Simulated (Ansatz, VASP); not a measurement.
# One calculation of Zr, two programs

The input INCAR:

```
SYSTEM = Zr
ALGO = Normal
EDIFF = 1E-6
ENCUT = 520
GGA = RE
ISIF = 2
ISMEAR = -1
LASPH = .TRUE.
LCHARG = .FALSE.
LREAL = .FALSE.
LWAVE = .FALSE.
NBANDS = 12
NELM = 100
PREC = Accurate
SIGMA = 0.1
```

File KPOINTS:

```
k-points
0
G
  12 12 12
  0 0 0
```

POSCAR

```
Zr
1.0
    3.0099364560      0.0000000000      0.0000000000
    0.0000000000      3.0099364560      0.0000000000
    0.0000000000      0.0000000000      3.0099364560
Zr
1
Direct
    0.0000000000      0.0000000000      0.0000000000
```

Input for Ansatz:

```yaml
crystal:
  lattice:
    - [3.009936456, 0.0, 0.0]
    - [0.0, 3.009936456, 0.0]
    - [0.0, 0.0, 3.009936456]
  atoms:
    - { symbol: Zr, position: [0.0, 0.0, 0.0] }
hamiltonian:
  xc: revpbe
  pseudopotentials:
    kind: paw
    azcp:
      Zr: "pseudopotentials/Zr.paw.azcp"
basis:
  ecutwfc: 420
  fft_grid_basis: typed
kpoints:
  mp_grid: { grid: [12, 12, 12], shift: [0, 0, 0] }
magnetization:
  spin_polarized: false
scf:
  occupations: { method: fermi_dirac, width: 0.1 }
  lower_state_search: "off"
output:
  stress: true
  write_density: true
  write_potential: true
  elf: true
  volumetric_format: npy
```

Alike in both runs: task single point; functional revPBE; k mesh 12 × 12 × 12; occupations fermi-dirac, width 0.1 eV; no spin polarisation.

|  | VASP | Ansatz |
| --- | --- | --- |
| version | VASP 6.6.1 | Ansatz 0.2.0 |
| potentials or method | VASP PAW PBE potentials, release 64 (Zr_sv) | plane waves (420 eV) with PAW, scalar-relativistic |
| plane-wave cutoff (eV) | 520 | 420 |
| valence electrons in the cell | 12 | 12 |

|  | VASP | Ansatz | Ansatz less VASP |
| --- | --- | --- | --- |
| pressure (GPa) | -4.0 | -4.0 | -0.02 |

With one functional, cell and mesh, what is left measures potentials, basis and numerics.

Caveats: the PAW data sets were made with another functional, which shifts forces and pressure a little (VASP).
